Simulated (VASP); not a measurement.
# SiC: convergence, self-consistent run

SiC, Imm2 (no. 44), 2 atoms in the cell. PBEsol; PAW potentials Si, C (PBE set). VASP 6.6.1. The cell is changed on purpose: last atom moved by 0.05 Å along z, cell strained by +1.5% along z.

Wanted: energy within 2 meV/atom.

What the run is for: energy; Accuracy asked: standard.

POSCAR:
```
SiC
1.0
    0.0000000000      2.1790000000      2.2116850000
    2.1790000000      0.0000000000      2.2116850000
    2.1790000000      2.1790000000      0.0000000000
Si C
1 1
Direct
    0.0000000000      0.0000000000      0.0000000000
    0.7614731500      0.7614731500      0.7385268500
```

The series start from Plane-wave cutoff (eV): 520; k-point mesh: 9 × 9 × 9; Precision mode (PREC): Accurate; Electronic threshold (eV): 1e-6; Bands in all (NBANDS): 14; Aspherical gradient terms in the spheres (LASPH): yes; Electronic algorithm: ALGO=Normal; Delay and inner steps: defaults; Placing of the Fermi level (EFERMI): EFERMI=MIDGAP. Each series keeps the choices made before it, and each single choice may use up half of a tolerance.

## Plane-wave cutoff (eV)

| Plane-wave cutoff (eV) | Energy less reference (meV/atom) | SCF iterations | Time (s) |
|---|---|---|---|
| 320 | 0.4 | 11 | 8.6 |
| 400 | 0.9 | 12 | 11 |
| 460 | 2.0 | 12 | 11 |
| 520 | 2.9 | 12 | 14 |
| 600 | 2.3 | 12 | 25 |
| 700 | 1.0 | 12 | 27 |
| 840 (reference) | 0.0 | 12 | 37 |

Chosen: 840; the next looser run is off by more than half of the tolerance, so convergence isn't shown beyond this value.

## k-point mesh

| k-point mesh | Energy less reference (meV/atom) | SCF iterations | Time (s) |
|---|---|---|---|
| 3 × 3 × 3 | 258.0 | 12 | 4.4 |
| 4 × 4 × 4 | 65.3 | 11 | 7.9 |
| 5 × 5 × 5 | 18.5 | 11 | 8.7 |
| 6 × 6 × 6 | 5.7 | 12 | 16 |
| 7 × 7 × 7 | 1.9 | 12 | 23 |
| 9 × 9 × 9 | 0.2 | 12 | 37 |
| 11 × 11 × 11 | 0.0 | 12 | 60 |
| 14 × 14 × 14 | 0.0 | 12 | 116 |
| 17 × 17 × 17 (reference) | 0.0 | 12 | 180 |

Chosen: 9 × 9 × 9, the loosest value from which every tighter one stays within half of the tolerance.

## Precision mode (PREC)

| Precision mode (PREC) | Energy less reference (meV/atom) | SCF iterations | Time (s) |
|---|---|---|---|
| Low | 0.0 | 12 | 14 |
| SingleN | 0.0 | 12 | 14 |
| Normal | 0.0 | 12 | 15 |
| Accurate (reference) | 0.0 | 12 | 37 |

Chosen: Low.

## Electronic threshold (eV)

| Electronic threshold (eV) | Energy less reference (meV/atom) | SCF iterations | Time (s) |
|---|---|---|---|
| 0.001 | 0.0 | 9 | 11 |
| 0.0001 | 0.0 | 10 | 12 |
| 1e-5 | 0.0 | 11 | 13 |
| 1e-6 | 0.0 | 12 | 14 |
| 1e-7 | 0.0 | 13 | 18 |
| 1e-8 (reference) | 0.0 | 13 | 14 |

Chosen: 0.001.

## Bands in all (NBANDS)

| Bands in all (NBANDS) | Energy less reference (meV/atom) | SCF iterations | Time (s) |
|---|---|---|---|
| 5 | 0.0 | 9 | 5.1 |
| 6 | 0.0 | 9 | 5.5 |
| 8 | 0.0 | 9 | 7.7 |
| 10 | 0.0 | 9 | 8.2 |
| 14 | 0.0 | 9 | 11 |
| 24 (reference) | 0.0 | 9 | 17 |

Chosen: 5.

## Aspherical gradient terms in the spheres (LASPH)

| Aspherical gradient terms in the spheres (LASPH) | Energy less reference (meV/atom) | SCF iterations | Time (s) |
|---|---|---|---|
| no | 0.0 | 9 | 4.7 |
| yes (reference) | 0.0 | 9 | 5.1 |

Chosen: no.

## Electronic algorithm

| Electronic algorithm | Energy less reference (meV/atom) | SCF iterations | Time (s) |
|---|---|---|---|
| ALGO=Normal | 0.0 | 9 | 4.7 |
| ALGO=Fast | 0.0 | 11 | 5.9 |
| ALGO=VeryFast | 0.0 | 16 | 7.4 |
| ALGO=All ISEARCH=1 | 0.0 | 11 | 5.4 |
| ALGO=All ISEARCH=0 | 0.0 | 11 | 5.8 |
| ALGO=Damped TIME=0.4 | 0.1 | 16 | 6.9 |
| ALGO=Damped TIME=0.1 | 0.8 | 25 | 10 |

Chosen: ALGO=Normal; no other choice that stays within half of the tolerance saves 30 % of the time.

## Delay and inner steps

| Delay and inner steps | Energy less reference (meV/atom) | SCF iterations | Time (s) |
|---|---|---|---|
| defaults | 0.0 | 9 | 4.7 |
| NELMDL=-2 | 0.0 | 8 | 4.1 |
| NELMDL=-8 | 0.0 | 12 | 5.1 |
| NELMDL=-12 | 0.0 | 16 | 5.9 |
| NRMM=2 | 0.0 | 9 | 4.9 |
| NRMM=6 | 0.0 | 9 | 4.8 |
| WEIMIN=0.001 | 0.0 | 9 | 4.6 |

Chosen: NELMDL=-2; it saves 0.6 s of 4.7, so defaults would do nearly as well.

## Placing of the Fermi level (EFERMI)

| Placing of the Fermi level (EFERMI) | Energy less reference (meV/atom) | SCF iterations | Time (s) |
|---|---|---|---|
| EFERMI=MIDGAP | 0.0 | 8 | 4.1 |
| EFERMI=LEGACY | 0.0 | 8 | 4.1 |

Chosen: EFERMI=MIDGAP.

## All choices together

| Input | Energy less reference (meV/atom) | Time (s) |
|---|---|---|
| the program's defaults (naive) | 19.3 | 1.8 |
| chosen settings | 0.2 | 4.1 |
| reference settings throughout | 0.0 | 347 |

The chosen settings stay within the tolerance of the reference run, but the reference itself isn't shown to be converged in: Plane-wave cutoff (eV).

## The input

INCAR:
```
ALGO     = Normal         # electronic algorithm
EDIFF    = 0.001          # SCF threshold, eV
EFERMI   = MIDGAP       
ENCUT    = 840            # plane-wave cutoff, eV
GGA      = PS             # functional
GGA_COMPAT= F            
ISIF     = 2              # what is computed and relaxed
ISMEAR   = 0              # smearing method
LASPH    = F              # aspherical terms in the spheres
LCHARG   = F              # write CHGCAR
LREAL    = F              # projectors in reciprocal space
LWAVE    = F              # write WAVECAR
NBANDS   = 5              # bands
NELM     = 120            # most SCF steps
NELMDL   = -2           
PREC     = Low            # precision mode
SIGMA    = 0.03           # smearing width, eV
```

KPOINTS:
```
Automatic mesh
0
Gamma
  9 9 9
  0 0 0
```

Commands:
```
cat potpaw_PBE.64/Si/POTCAR potpaw_PBE.64/C/POTCAR > POTCAR
mpirun -np 1 vasp_std > vasp.out
```

The chosen input took VASP 6.6.1 4.1 s on 1 core (Intel Xeon Platinum 8559C (Emerald Rapids)), a shared host.

## An input that fails: tetrahedra on too few k points

VASP's message: IBZKPT: tetrahedron method fails for NKPT<4. NKPT = 1.

k mesh: 9 × 9 × 9 becomes 1 × 1 × 1.

Changes against the starting input:
```
- ISMEAR = 0
- NELM = 120
+ ISMEAR = -5
+ NELM = 96
```
